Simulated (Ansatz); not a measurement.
Crystal: Au.

```xyz
1
Lattice="-1.6573 1.6573 1.6573 1.6573 -1.6573 1.6573 1.6573 1.6573 -1.6573" Properties=species:S:1:pos:R:3 pbc="T T T"
Au    0.0000    0.0000    0.0000
```

This isn't the form of Au at room conditions, which is fcc.

```yaml
Program: Ansatz 0.2.0
Task: relaxation of cell and atoms
Functional: BLYP
Dispersion: D3(BJ)
Potentials_or_basis: Ansatz PAW
Cutoff: "420 eV (not typed: the program's choice for these potentials)"
k_mesh: 11 × 11 × 11
Occupations: fermi-dirac, width 0.05 eV
Spin: no spin polarisation
```

At the start: volume 18.21 Å³/atom.

Problem. Where does the relaxation end?

Solution. It ends after 4 steps and the volume is 17.70 Å³/atom (-2.8 %); space group Im-3m (No. 229, to 0.05 Å).

Step by step:
```csv
step,energy change (eV),largest force (eV/Å),volume (Å³)
1,0.0000,0.0000,18.21
2,-0.0063,0.0000,17.75
3,-0.0064,0.0000,17.70
4,-0.0062,0.0000,17.70
```

Final structure:
```xyz
1
Lattice="-1.6416 1.6416 1.6416 1.6416 -1.6416 1.6416 1.6416 1.6416 -1.6416" Properties=species:S:1:pos:R:3 pbc="T T T"
Au    0.0000    0.0000    0.0000
```

Caveat: the plane-wave basis is chosen anew once the cell has moved, so the energies of steps on either side of that aren't comparable; pairwise dispersion overbinds metals, which lowers pressure and volume; the PAW data sets come from PBE, with cores solved anew for the run's functional, which leaves a small shift of forces and pressure.
